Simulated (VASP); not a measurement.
# Settings for TiAl: self-consistent run

TiAl, P4mm (no. 99), 2 atoms in the cell. PBE; PAW potentials Ti_sv, Al (PBE set). VASP 6.6.1. The cell is changed on purpose: last atom moved by 0.08 Å along z, cell strained by +1.5% along z.

Wanted: energy within 2 meV/atom.

What the run is for: energy; Accuracy asked: standard.

POSCAR:
```
TiAl
1.0
    2.8373000000      0.0000000000      0.0000000000
    0.0000000000      2.8373000000      0.0000000000
    0.0000000000      0.0000000000      4.1199865000
Ti Al
1 1
Direct
    0.0000000000      0.0000000000      0.0000000000
    0.5000000000      0.5000000000      0.5197088000
```

The series start from Plane-wave cutoff (eV): 360; Smearing width (eV): 0.1; k-point mesh: 13 × 13 × 9; Precision mode (PREC): Accurate; Electronic threshold (eV): 1e-6; Bands in all (NBANDS): 18; Aspherical gradient terms in the spheres (LASPH): yes; Electronic algorithm: ALGO=Normal; Support grid and gradient cutoff: ADDGRID=False GGA_COMPAT=False; Delay and inner steps: defaults. Each series keeps the choices made before it, and each single choice may use up half of a tolerance.

## Plane-wave cutoff (eV)

| Plane-wave cutoff (eV) | Energy less reference (meV/atom) | SCF iterations | Time (s) |
|---|---|---|---|
| 220 | 26.3 | 13 | 13 |
| 280 | 9.7 | 13 | 13 |
| 320 | 7.5 | 13 | 21 |
| 360 | 5.5 | 14 | 27 |
| 410 | 2.2 | 14 | 33 |
| 480 | 0.5 | 14 | 36 |
| 580 | 0.3 | 14 | 41 |
| 720 (reference) | 0.0 | 14 | 80 |

Chosen: 480, the loosest value from which every tighter one stays within half of the tolerance.

## Smearing width (eV)

| Smearing width (eV) | Energy less reference (meV/atom) | SCF iterations | Time (s) |
|---|---|---|---|
| 0.4 | 0.1 | 13 | 35 |
| 0.3 | 0.1 | 13 | 36 |
| 0.2 | -0.1 | 13 | 35 |
| 0.15 | -0.2 | 13 | 34 |
| 0.1 | -0.1 | 14 | 36 |
| 0.05 (reference) | 0.0 | 14 | 35 |

Chosen: 0.4.

## k-point mesh

| k-point mesh | Energy less reference (meV/atom) | SCF iterations | Time (s) |
|---|---|---|---|
| 4 × 4 × 3 | 37.1 | 13 | 4.9 |
| 5 × 5 × 4 | 25.6 | 13 | 6.3 |
| 7 × 7 × 5 | -0.2 | 14 | 10 |
| 8 × 8 × 6 | 1.6 | 14 | 17 |
| 11 × 11 × 7 | -1.5 | 13 | 23 |
| 13 × 13 × 9 | 0.4 | 13 | 35 |
| 15 × 15 × 11 | -0.6 | 13 | 52 |
| 18 × 18 × 13 (reference) | 0.0 | 13 | 92 |

Chosen: 13 × 13 × 9.

## Precision mode (PREC)

| Precision mode (PREC) | Energy less reference (meV/atom) | SCF iterations | Time (s) |
|---|---|---|---|
| SingleN | -0.2 | 13 | 16 |
| Normal | 0.0 | 13 | 18 |
| Single | -0.2 | 13 | 35 |
| Accurate (reference) | 0.0 | 13 | 35 |

Chosen: SingleN.

## Electronic threshold (eV)

| Electronic threshold (eV) | Energy less reference (meV/atom) | SCF iterations | Time (s) |
|---|---|---|---|
| 0.001 | 0.0 | 11 | 14 |
| 0.0001 | 0.0 | 11 | 15 |
| 1e-5 | 0.0 | 12 | 15 |
| 1e-6 | 0.0 | 13 | 16 |
| 1e-7 | 0.0 | 15 | 19 |
| 1e-8 (reference) | 0.0 | 15 | 19 |

Chosen: 0.001.

## Bands in all (NBANDS)

| Bands in all (NBANDS) | Energy less reference (meV/atom) | SCF iterations | Time (s) |
|---|---|---|---|
| 9 | 0.0 | 10 | 7.7 |
| 10 | 0.0 | 10 | 8.0 |
| 12 | 0.0 | 10 | 9.3 |
| 14 | 0.0 | 10 | 10 |
| 18 | 0.0 | 11 | 14 |
| 28 (reference) | 0.0 | 11 | 20 |

Chosen: 9.

## Aspherical gradient terms in the spheres (LASPH)

| Aspherical gradient terms in the spheres (LASPH) | Energy less reference (meV/atom) | SCF iterations | Time (s) |
|---|---|---|---|
| no | 0.7 | 10 | 6.9 |
| yes (reference) | 0.0 | 10 | 7.7 |

Chosen: no.

## Electronic algorithm

| Electronic algorithm | Energy less reference (meV/atom) | SCF iterations | Time (s) |
|---|---|---|---|
| ALGO=Normal | 0.0 | 10 | 6.9 |
| ALGO=Fast | 1.3 | 13 | 9.5 |
| ALGO=VeryFast | 101.7 | 26 | 15 |
| ALGO=All ISEARCH=1 | 1.2 | 16 | 9.2 |
| ALGO=All ISEARCH=0 | 1.2 | 16 | 9.4 |
| ALGO=Damped TIME=0.4 | 14.8 | 31 | 17 |
| ALGO=Damped TIME=0.1 | 27.4 | 53 | 26 |
| ALGO=Old Fast | 0.7 | 12 | 11 |

Chosen: ALGO=Normal; no other choice that stays within half of the tolerance saves 30 % of the time.

## Support grid and gradient cutoff

| Support grid and gradient cutoff | Energy less reference (meV/atom) | SCF iterations | Time (s) |
|---|---|---|---|
| ADDGRID=False GGA_COMPAT=False | 0.0 | 10 | 6.9 |
| ADDGRID=True GGA_COMPAT=False | -0.1 | 10 | 8.6 |
| ADDGRID=False GGA_COMPAT=True | 0.1 | 10 | 9.0 |

Chosen: ADDGRID=False GGA_COMPAT=False.

## Delay and inner steps

| Delay and inner steps | Energy less reference (meV/atom) | SCF iterations | Time (s) |
|---|---|---|---|
| defaults | 0.0 | 10 | 6.9 |
| NELMDL=-2 | 0.0 | 8 | 7.8 |
| NELMDL=-8 | 0.0 | 13 | 9.4 |
| NELMDL=-12 | 0.0 | 17 | 9.8 |
| NRMM=2 | 0.2 | 10 | 6.2 |
| NRMM=6 | 0.0 | 10 | 7.7 |
| WEIMIN=0.001 | 0.0 | 10 | 7.3 |

Chosen: NRMM=2; it saves 0.7 s of 6.9, so defaults would do nearly as well.

## All choices together

| Input | Energy less reference (meV/atom) | Time (s) |
|---|---|---|
| the program's defaults (naive) | 39.5 | 1.3 |
| chosen settings | 1.7 | 8.8 |
| reference settings throughout | 0.0 | 442 |

The tolerance is met.

1 cheaper combination failed this check first and made the worst setting one step tighter.

## The input

INCAR:
```
SYSTEM = TiAl
  GGA = PE
  ISMEAR = 1
  SIGMA = 0.4
  LWAVE = .FALSE.
  LCHARG = .FALSE.
  ISIF = 2
  PREC = SingleN
  LASPH = .TRUE.
  LREAL = .FALSE.
  ALGO = Normal
  EDIFF = 0.001
  NELM = 120
  GGA_COMPAT = .FALSE.
  ENCUT = 480
  NBANDS = 9
  ADDGRID = .FALSE.
  NRMM = 2
```

KPOINTS:
```
Automatic mesh
0
Gamma
  13 13 9
  0 0 0
```

Commands:
```
cat potpaw_PBE.64/Ti_sv/POTCAR potpaw_PBE.64/Al/POTCAR > POTCAR
mpirun -np 1 vasp_std > vasp.out
```

The chosen input took VASP 6.6.1 8.8 s on 1 core (Intel Xeon Platinum 8375C @ 2.90GHz (Ice Lake)), a shared host.

## An input that fails: smearing far too wide

It runs to its end, but against the unchanged starting input it is off by 26.8 meV/atom in the energy.

Changes against the starting input:
```
- SIGMA = 0.1
- NELM = 120
+ SIGMA = 2.0
+ NELM = 100
```
